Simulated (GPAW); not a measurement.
The system is InAs.

```
In As
1.0
     0.00000    2.87730    2.87730
     2.87730    0.00000    2.87730
     2.87730    2.87730    0.00000
In As
1 1
Direct
  0.50000 0.50000 0.50000
  0.00000 0.00000 0.00000
```

Measurements of this composition are mostly on another form, of space group No. 216.

A sound run:

- Program: GPAW 26.7.0
- Task: single point
- Functional: PBE
- Potentials or basis: GPAW PAW data sets (gpaw-data 1.2.1)
- Cutoff: 600 eV
- Basis: pw
- k mesh: 8 × 8 × 8
- Occupations: fermi-dirac, width 0.05 eV
- Spin: no spin polarisation

It gives pressure -0.3 GPa; band gap on the k mesh none (metal or under the smearing width).

**Question.** What do these careless settings give instead: cutoff 450 eV in place of 600 eV; k mesh 3 × 3 × 3 in place of 8 × 8 × 8?

**Answer.** Pressure 1.5 GPa; band gap on the k mesh none (metal or under the smearing width). The run converged, but these numbers show the error of the settings and aren't properties of the crystal.
